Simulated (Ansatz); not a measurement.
CdSe, 2 atoms in the cell. Symmetry: F-43m, No. 216, cubic system. Conventional cell: a = 6.141 Å, b = 6.141 Å, c = 6.141 Å, α = 90.00°, β = 90.00°, γ = 90.00°. Cd (site symmetry -43m) is surrounded by 4 Se at 2.66 Å. Se (site symmetry -43m) is surrounded by 4 Cd at 2.66 Å. Measurements of this composition are mostly on another form, of space group No. 186.

```yaml
Program: Ansatz 0.2.0
Task: single point
Functional: PBE
Potentials_or_basis: all-electron LAPW, scalar-relativistic
Cutoff: 266 eV (chosen from the basis error)
Basis_error_allowed: 0.001 eV/atom
k_mesh: 8 × 8 × 8
Occupations: gaussian, width 0.018 eV
Spin: no spin polarisation
```

Potentials or basis: all-electron LAPW, scalar-relativistic.

Run with:

```console
$ ansatz run input.yaml --threads 1 --pin off --max-ram 3072MiB --backend cpu --events-out ev --progress --plain --runs-dir out
```

Hardware: 1 thread of Arm Neoverse V1, with other jobs on the host.

Question: How long does it take, and how much memory?

Answer: It took 15 s on 1 thread of Arm Neoverse V1, with other jobs on the host, peak memory 0.29 GiB. Counts: scf iterations 7, plane waves 537, k points 29, bands 27.
